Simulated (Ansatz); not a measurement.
## Al3GaN4: a vibration from a frozen displacement

All numbers below come from DFT PBEsol, scalar-relativistic, plane waves, PAW (Ansatz). The runs took a 420 eV cutoff, a Γ-centred 6×6×6 mesh and Gaussian smearing (0.05 eV). No spin polarisation. Energies are free energies at this smearing, counted from the undisturbed cell; pressure is positive in compression.

The undisturbed cell (relaxed at this level; it needn't be the usual structure):

```yaml
crystal:
  lattice:
    - [4.40699, 0.00000, 0.00000]
    - [0.00000, 4.40699, 0.00000]
    - [0.00000, 0.00000, 4.40699]
  atoms:
    - { symbol: Al, position: [0.50000, 0.50000, 0.00000] }
    - { symbol: Al, position: [0.50000, 0.00000, 0.50000] }
    - { symbol: Al, position: [0.00000, 0.50000, 0.50000] }
    - { symbol: Ga, position: [0.00000, 0.00000, 0.00000] }
    - { symbol: N, position: [0.74471, 0.74471, 0.25529] }
    - { symbol: N, position: [0.74471, 0.25529, 0.74471] }
    - { symbol: N, position: [0.25529, 0.74471, 0.74471] }
    - { symbol: N, position: [0.25529, 0.25529, 0.25529] }
```

Atom 4 (Ga) is moved by x along the Cartesian unit vector (0.707, 0.707, 0.000); the cell and all other atoms stay fixed. The cell's volume is 85.59 Å³; the moved atoms weigh 69.723 u together and the others 136.973 u. Some rows repeat others by symmetry and weren't run.

| x (Å) | ΔE (meV/cell) | total force on the moved atoms along the move (eV/Å) | pressure (GPa) |
| --- | --- | --- | --- |
| -0.2000 | 370.73 | 3.8071 | 1.3504 |
| -0.1667 | 255.43 | 3.1226 | 0.9408 |
| -0.1333 | 162.21 | 2.4636 | 0.6082 |
| -0.1000 | 90.80 | 1.8287 | 0.3525 |
| -0.0667 | 40.24 | 1.2104 | 0.1710 |
| -0.0333 | 10.01 | 0.6015 | 0.0621 |
| 0.0000 | 0.00 | 0.0000 | 0.0260 |
| 0.0333 | 10.01 | -0.6015 | 0.0621 |
| 0.0667 | 40.24 | -1.2104 | 0.1710 |
| 0.1000 | 90.80 | -1.8287 | 0.3525 |
| 0.1333 | 162.21 | -2.4636 | 0.6082 |
| 0.1667 | 255.43 | -3.1226 | 0.9408 |
| 0.2000 | 370.73 | -3.8071 | 1.3504 |

Q: What frequency belongs to this motion?

A: The force constant is k = −dF/dx = 18.062 eV/Å², from the parabola through x = -0.0333, 0 and 0.0333. In every cell the moved atoms swing against the rest, so the mass is μ = m₁m₂/(m₁ + m₂) = 46.204 u, and ν̃ = 521.5 cm⁻¹ × √(|k|/μ) = 326 cm⁻¹. The pattern needn't be a normal mode: ν̃² is then a weighted mean of the squared nonzero frequencies at the zone centre of this cell, taken without macroscopic field, so it lies between the lowest and the highest of them.

Q: How far does the harmonic law reach?

A: At x = -0.200 Å, kx²/2 = 361.24 meV against the computed 370.73 meV (+2.6 %): the well is still close to harmonic there.

Q: The pressure changes with x². What does that say about the frequency under compression?

A: With E = k(V)x²/2, k ∝ V^(−2γ) and x scaling with the cell as V^(1/3), P − P0 = −∂E/∂V = (2γ − 2/3) ΔE/V. At x = 0.0667 Å, V(P − P0) = 85.59 × 0.14498 / 160.2 eV = 77.45 meV and ΔE = 40.24 meV, so γ = 1/3 + V(P − P0)/(2ΔE) = 1.30. This is the Grüneisen parameter of the motion under uniform scaling of the cell: shrinking the cell evenly by 1 % in volume raises the frequency by about 1.30 %.